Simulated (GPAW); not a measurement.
Here is a GPAW 26.7.0 calculation.

File run.py:

```python
from ase import Atoms
from ase.filters import FrechetCellFilter
from ase.io import write
from ase.optimize import BFGS
from ase.units import GPa
from gpaw import GPAW, PW, setup_paths

setup_paths.insert(0, '.')

atoms = Atoms(['Ge', 'Mg', 'Mg', 'Mg', 'Mg', 'Mg'],
              cell=[[0.0, 4.096763, 4.096763],
                    [4.096763, 0.0, 4.096763],
                    [4.096763, 4.096763, 0.0]],
              scaled_positions=[[0.0, 0.0, 0.0],
                                [0.625165, 0.124505, 0.625165],
                                [0.625165, 0.625165, 0.124505],
                                [0.625165, 0.625165, 0.625165],
                                [0.124505, 0.625165, 0.625165],
                                [0.25, 0.25, 0.25]],
              pbc=True)

calc = GPAW(mode=PW(800),
            xc='PBEsol',
            kpts={'size': (4, 4, 4), 'gamma': True},
            occupations={'name': 'fermi-dirac', 'width': 0.05},
            nbands=44,
            convergence={'density': 1e-05, 'forces': 0.0001},
            maxiter=150,
            txt='gpaw.txt')
atoms.calc = calc
opt = BFGS(FrechetCellFilter(atoms, scalar_pressure=5 * GPa), trajectory='relax.traj', logfile='-')
done = opt.run(fmax=0.02, steps=60)
calc.write('gs.gpw')
write('result.traj', atoms)
print('Converged:', done)
print('Cell:', atoms.cell.cellpar().round(4))
print('Volume:', round(atoms.get_volume(), 4))
print(atoms.get_scaled_positions().round(5))
```

Potentials or basis: PAW data sets generated in the run's folder for this functional, pw.

Launch:

```console
$ gpaw-setup -f PBEsol Ge Mg
$ OMP_NUM_THREADS=1 python run.py
```

Task: What does it give for the relaxed cell?

Result: a = 5.559 Å, b = 5.559 Å, c = 5.559 Å, α = 60.00°, β = 60.00°, γ = 60.00°.

Task: Estimate the space group after relaxing (to 0.05 Å).

Result: F-43m (No. 216).

Task: Estimate the band gap on the k mesh.

Result: None (metal or under the smearing width).

Forces in eV/Å, atoms in the order of the input:
```
Ge   0.000  0.000  0.000
Mg   0.005 -0.005  0.005
Mg   0.005  0.005 -0.005
Mg  -0.005 -0.005 -0.005
Mg  -0.005  0.005  0.005
Mg   0.000  0.000  0.000
```

Caveat: later steps reuse the first step's grids.
